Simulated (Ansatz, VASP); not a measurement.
**One calculation of MgO (dsol), two programs**

```xyz
2
Lattice="0.0000 2.1245 2.1245 2.1245 0.0000 2.1245 2.1245 2.1245 0.0000" Properties=species:S:1:pos:R:3 pbc="T T T"
Mg    0.0000    0.0000    0.0000
O     2.1245    2.1245    2.1245
```

Alike in both runs: task single point; functional PBEsol; k mesh 8 × 8 × 8; occupations gaussian, width 0.1 eV; no spin polarisation.

|  | VASP | Ansatz |
| --- | --- | --- |
| version | VASP 6.6.1 | Ansatz 0.2.0 |
| potentials or method | VASP PAW PBE potentials, release 64 (Mg, O) | scalar-relativistic, plane waves, PAW |
| plane-wave cutoff (eV) | 520 | 420 |
| valence electrons in the cell | 8 | 16 |

```tsv
	VASP	Ansatz	Ansatz less VASP
gap on the k mesh at the Fermi level (eV)	4.39	4.39	+0.007
least direct gap on the mesh (eV)	4.39	4.39	+0.007
pressure (GPa)	-4.2	-3.6	+0.63
```

The two sets of potentials don't hold the same shells in valence. Ansatz warned: «pseudo_functional_mismatch».

Caveats: the PAW data sets were made with another functional, which shifts forces and pressure a little (VASP). Expect the measured gap to be larger: semilocal functionals such as PBEsol lack the derivative discontinuity.
